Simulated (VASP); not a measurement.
# CdS (F-43m) in VASP: single point with PBE

Aim: the single point of CdS with PBE.

Everything below comes from runs of VASP 6.6.1. Logs are shortened: lines on timing, memory, paths and dates and some standing lists are left out, and cuts for length are marked.

## (1) The crystal as given

The structure is cubic, space group F-43m (No. 216). The conventional cell has a = 5.820 Å, b = 5.820 Å, c = 5.820 Å, α = 90.00°, β = 90.00°, γ = 90.00°. Around Cd (site symmetry -43m) lie 4 S at 2.52 Å. S (site symmetry -43m) has 4 Cd at 2.52 Å as nearest neighbours.

## (2) Single point, PBE

INCAR reads:

```
PREC = Accurate
ENCUT = 520
EDIFF = 1E-6
ISMEAR = -1
SIGMA = 0.03
LREAL = F
LASPH = T
NELM = 100
ALGO = Normal
ISIF = 2
LWAVE = F
LCHARG = T
GGA = PE
LELF = T
LVHAR = T
NBANDS = 16
```

KPOINTS reads:

```
Automatic mesh
0
Gamma
  9 9 9
```

POSCAR reads:

```
CdS
1.0
    0.0000000000      2.9100000000      2.9100000000
    2.9100000000      0.0000000000      2.9100000000
    2.9100000000      2.9100000000      0.0000000000
Cd S
1 1
Direct
    0.0000000000      0.0000000000      0.0000000000
    0.7500000000      0.7500000000      0.7500000000
```

Potentials or basis: VASP PAW PBE potentials, release 64 (Cd, S).

The run is started by

```
cat potpaw_PBE.64/Cd/POTCAR potpaw_PBE.64/S/POTCAR > POTCAR
mpirun -np 1 vasp_std > vasp.out
```

OUTCAR:

```text
PREC = Accurate
   ENCUT = 520
   EDIFF = 1E-6
   ISMEAR = -1
   LREAL = F
   LASPH = T
   NELM = 100
   ISIF = 2
   GGA = PE

 ion  position               nearest neighbor table
   1  0.000  0.000  0.000-   2 2.52   2 2.52   2 2.52   2 2.52
   2  0.750  0.750  0.750-   1 2.52   1 2.52   1 2.52   1 2.52

  LATTYP: Found a face centered cubic cell.
 ALAT       =     5.8200000000

  Lattice vectors:

 A1 = (   0.0000000000,   2.9100000000,   2.9100000000)
 A2 = (   2.9100000000,   0.0000000000,   2.9100000000)
 A3 = (   2.9100000000,   2.9100000000,   0.0000000000)

Analysis of symmetry for initial positions (statically):
=====================================================================
 Subroutine PRICEL returns:
 Original cell was already a primitive cell.

 Routine SETGRP: Setting up the symmetry group for a
 face centered cubic supercell.

 Subroutine GETGRP returns: Found 24 space group operations
 (whereof 24 operations were pure point group operations)
 out of a pool of 48 trial point group operations.

The static configuration has the point symmetry T_d .

Analysis of symmetry for dynamics (positions and initial velocities):
=====================================================================
 Subroutine PRICEL returns:
 Original cell was already a primitive cell.

 Routine SETGRP: Setting up the symmetry group for a
 face centered cubic supercell.

 Subroutine GETGRP returns: Found 24 space group operations
 (whereof 24 operations were pure point group operations)
 out of a pool of 48 trial point group operations.

The dynamic configuration has the point symmetry T_d .

 Subroutine INISYM returns: Found 24 space group operations
 (whereof 24 operations are pure point group operations),
 and found     1 'primitive' translations

----------------------------------------------------------------------------------------

                                     Primitive cell

  volume of cell :      49.2843

  direct lattice vectors                    reciprocal lattice vectors
     0.000000000  2.910000000  2.910000000    -0.171821306  0.171821306  0.171821306
     2.910000000  0.000000000  2.910000000     0.171821306 -0.171821306  0.171821306
     2.910000000  2.910000000  0.000000000     0.171821306  0.171821306 -0.171821306

  length of vectors
     4.115361467  4.115361467  4.115361467     0.297603232  0.297603232  0.297603232

[... 79 lines left out ...]
   NELM   =    100;   NELMIN=  2; NELMDL= -5     # of ELM steps
   EDIFF  = 0.1E-05   stopping-criterion for ELM
   LREAL  =      F    real-space projection
   EDIFFG = 0.1E-04   stopping-criterion for IOM
   NSW    =      0    number of steps for IOM
   IBRION =     -1    ionic relax: 0-MD 1-quasi-New 2-CG
   NFREE  =      0    steps in history (QN), initial steepest desc. (CG)
   ISIF   =      2    stress and relaxation
   ISYM   =      2    0-nonsym 1-usesym 2-fastsym
   POTIM  = 0.5000    time-step for ionic-motion
   TEBEG  =    0.0;   TEEND  =   0.0 temperature during run
   PSTRESS=    0.0 pullay stress
   NELECT =      18.0000    total number of electrons
   NUPDOWN=      -1.0000    fix difference up-down
   EMIN   =  10.00;   EMAX   =-10.00  energy-range for DOS
   EFERMI =   0.00;   METHOD = LEGACY
   ISMEAR =    -1;   SIGMA  =   0.03  broadening in eV -4-tet -1-fermi 0-gaus
   EFERMI_NEDOS =   21; number of points for ismear=-14 and -15
   IALGO  =     38    algorithm
   IMIX   =      4    mixing-type and parameters
     AMIX     =   0.40;   BMIX     =  1.00
     AMIX_MAG =   1.60;   BMIX_MAG =  1.00
  volume/ion in A,a.u.               =      24.64       166.29
  Fermi-wavevector in a.u.,A,eV,Ry     =   1.170207  2.211371 18.631605  1.369384
  Thomas-Fermi vector in A             =   2.306669
   LORBIT       =      0    0 simple, 1 ext, 2 COOP (PROOUT), +10 PAW based schemes
   GGA     = PE    functional components
   LHFCALC =     F    Hartree Fock is set to
   AEXX    =    0.0000 exact exchange contribution
   IVDW    =     0    specifies the selected vdW correction
   LEPSILON=     F    determine dielectric tensor
   LRPA    =     F    only Hartree local field effects (RPA)
 non-spin polarized calculation
  energy-cutoff  :      520.00
  volume of cell :       49.28
 maximum number of plane-waves:      1363
   NGX = 15   NGY = 15   NGZ = 15

 number of electron      18.0000003 magnetization

 Free energy of the ion-electron system (eV)
  ---------------------------------------------------
  ext. energy  EPLUGINS =         0.00000000
  ---------------------------------------------------
  free energy    TOTEN  =        -6.11431364 eV

  energy without entropy =       -6.11431364  energy(sigma->0) =       -6.11431364

 E-fermi :   2.0002     XC(G=0):  -9.1812

 val. band max:        1.3718903802   @ k =   0.0000   0.0000   0.0000
 cond. band min:       2.5364187175   @ k =   0.0000   0.0000   0.0000
 fundamental gap:      1.1645283374
 Fermi energy:         2.0002308968

 k-point     1 :       0.0000    0.0000    0.0000
  band No.  band energies     occupation
      1     -11.0394      2.00000
      2      -6.3808      2.00000
      3      -6.3808      2.00000
      4      -6.3808      2.00000
      5      -5.8916      2.00000
      6      -5.8916      2.00000
[... 433 lines left out ...]
      3      -6.0376      2.00000
      4      -6.0376      2.00000
      5      -5.8052      2.00000
      6      -5.4977      2.00000
[... 8 lines left out ...]
     15      13.7035      0.00000
     16      15.2618      0.00000

 [... further k-points ...]

------------------------ aborting loop because EDIFF is reached ----------------------------------------

  FORCE on cell =-STRESS in cart. coord.  units (eV):
  Direction    XX          YY          ZZ          XY          YZ          ZX
  --------------------------------------------------------------------------------------
  -------------------------------------------------------------------------------------
  Total        1.1284703      1.1284703      1.1284703     -0.0000000     -0.0000000     -0.0000000
  in kB       36.6852743     36.6852743     36.6852743     -0.0000000     -0.0000000     -0.0000000
  external PRESSURE =      36.6852743 kB  Pullay stress =       0.0000000 kB

 VOLUME and BASIS-vectors are now :
 -----------------------------------------------------------------------------
  energy-cutoff  :      520.00
  volume of cell :       49.28
      direct lattice vectors                 reciprocal lattice vectors
     0.000000000  2.910000000  2.910000000    -0.171821306  0.171821306  0.171821306
     2.910000000  0.000000000  2.910000000     0.171821306 -0.171821306  0.171821306
     2.910000000  2.910000000  0.000000000     0.171821306  0.171821306 -0.171821306

 POSITION                                       TOTAL-FORCE (eV/Angst)
 -----------------------------------------------------------------------------------
      0.00000      0.00000      0.00000         0.000000      0.000000      0.000000
      4.36500      4.36500      4.36500        -0.000000     -0.000000     -0.000000
 -----------------------------------------------------------------------------------
    total drift:                                0.000000      0.000000      0.000000

  FREE ENERGIE OF THE ION-ELECTRON SYSTEM (eV)
  ---------------------------------------------------
  free  energy   TOTEN  =        -6.1143136375 eV

  energy  without entropy=       -6.1143136375  energy(sigma->0) =       -6.11431364
```

OSZICAR:

```text
N       E                     dE             d eps       ncg     rms          rms(c)
DAV:   1     0.110428793806E+03    0.11043E+03   -0.91048E+03  1136   0.103E+03
DAV:   2    -0.246744134322E+01   -0.11290E+03   -0.10656E+03  1376   0.255E+02
DAV:   3    -0.663181454710E+01   -0.41644E+01   -0.41579E+01  1408   0.511E+01
DAV:   4    -0.665716910152E+01   -0.25355E-01   -0.25352E-01  1384   0.393E+00
DAV:   5    -0.665749995857E+01   -0.33086E-03   -0.33085E-03  1416   0.427E-01    0.824E+00
DAV:   6    -0.613351881534E+01    0.52398E+00   -0.83113E-01  1728   0.116E+01    0.659E+00
DAV:   7    -0.611389767154E+01    0.19621E-01   -0.20036E-01  1456   0.306E+00    0.319E+00
DAV:   8    -0.611420581227E+01   -0.30814E-03   -0.18518E-02  1328   0.173E+00    0.314E-01
DAV:   9    -0.611412161396E+01    0.84198E-04   -0.21268E-03  1368   0.692E-01    0.581E-02
DAV:  10    -0.611423980745E+01   -0.11819E-03   -0.24327E-04  1416   0.161E-01    0.652E-02
DAV:  11    -0.611432030951E+01   -0.80502E-04   -0.12606E-04  1336   0.907E-02    0.209E-02
DAV:  12    -0.611431267666E+01    0.76329E-05   -0.25293E-05  1496   0.663E-02    0.102E-02
DAV:  13    -0.611431396467E+01   -0.12880E-05   -0.44671E-06  1320   0.129E-02    0.132E-02
DAV:  14    -0.611431363755E+01    0.32712E-06   -0.35720E-07  1024   0.348E-03
   1 F= -.61143136E+01 E0= -.61143136E+01  d E =-.323728E-10
```

Wall time 35 s (1 thread of Intel Xeon Platinum 8488C (Sapphire Rapids), shared host); peak memory 0.18 GiB.

Results:

```
Free energy            : -6.1143 eV
Pressure               : 3.7 GPa
Band gap on the k mesh : 1.16 eV, direct
```

A hybrid or GW would open this gap; PBE tends to underestimate it.
